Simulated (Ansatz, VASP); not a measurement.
# Ca in VASP and in Ansatz

```
Ca
1.0
    -2.24913    2.20520    2.24022
     2.16128   -2.20520    2.15201
     2.24913    2.20520   -2.24022
Ca
1
Cartesian
  -0.0439 0.0000 2.1961
```

Change from the starting cell: strain -0.0400 x Voigt [0, 0, 0, 0, 1, 0], atoms carried along.

Alike in both runs: task single point; functional PBE; k mesh 16 × 16 × 16; occupations gaussian, width 0.15 eV; no spin polarisation.

|  | VASP | Ansatz |
| --- | --- | --- |
| version | VASP 6.6.1 | Ansatz 0.2.0 |
| potentials or method | VASP PAW PBE potentials, release 64 (Ca_sv) | scalar-relativistic, plane waves, PAW |
| plane-wave cutoff (eV) | 520 | 420 |
| valence electrons in the cell | 10 | 10 |

|  | VASP | Ansatz | Ansatz less VASP |
| --- | --- | --- | --- |
| gap on the k mesh at the Fermi level (eV) | none | none | - |
| pressure (GPa) | -0.2 | -0.2 | -0.03 |
| largest component of the traceless stress (GPa) | 0.56 | 0.56 | -0.002 |

A gap of «none» marks a metal or a gap that the smearing closes.
